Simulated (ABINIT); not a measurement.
Runs of ABINIT 10.8.3 (patched build) on P. The structure is trigonal, space group R-3m (No. 166). The conventional cell has a = 3.451 Å, b = 3.451 Å, c = 9.389 Å, α = 90.00°, β = 90.00°, γ = 120.00°. P (site symmetry 3m) is surrounded by 3 P at 2.29 Å. This isn't the form of P at room conditions, which is orthorhombic.

```tsv
task	level	potentials or basis	cell	k mesh	cutoff (eV)	bands in the sums	broadening (eV)	scissor shift (eV)	tensor components	cell freedom (optcell)	gap on the mesh (eV)	pressure (GPa)	relaxed volume (Å³/atom)	largest force (eV/Å)
optical spectrum	LDA	PseudoDojo NC SR LDA v0.4.1 standard	as given	10 × 10 × 10	490	17	0.05	0	[11, 33]	-	none	(b)	-	(a)
relaxation of cell and atoms	PBEsol	PseudoDojo NC SR PBEsol v0.4.1 standard	relaxed	7 × 7 × 7	599	-	-	-	-	2	none	0.0	15.23	-
relaxation of cell and atoms	PBEsol	PseudoDojo NC SR PBEsol v0.4 stringent	relaxed	7 × 7 × 7	599	-	-	-	-	2	none	0.0	15.23	-
relaxation of cell and atoms	LDA	PseudoDojo NC SR LDA v0.4.1 standard	relaxed	7 × 7 × 7	653	-	-	-	-	2	none	0.0	15.03	-
single point	LDA	PseudoDojo NC SR LDA v0.4.1 standard	as given	7 × 7 × 7	490	-	-	-	-	-	none	-3.4	-	0.13
```

Alike in all rows: no spin polarisation; smearing fermi-dirac 0.05 eV.

Question: Estimate the missing entries.

Answer: (a) 0.20; (b) -3.2.

Caveats: the intraband (Drude) term is left out (some runs); spectra need much finer meshes, so this one isn't converged (some runs).

A k mesh can miss the band edges.

A gap of «none» marks a metal or a gap under the smearing width.

Not every run made on this cell is shown here.
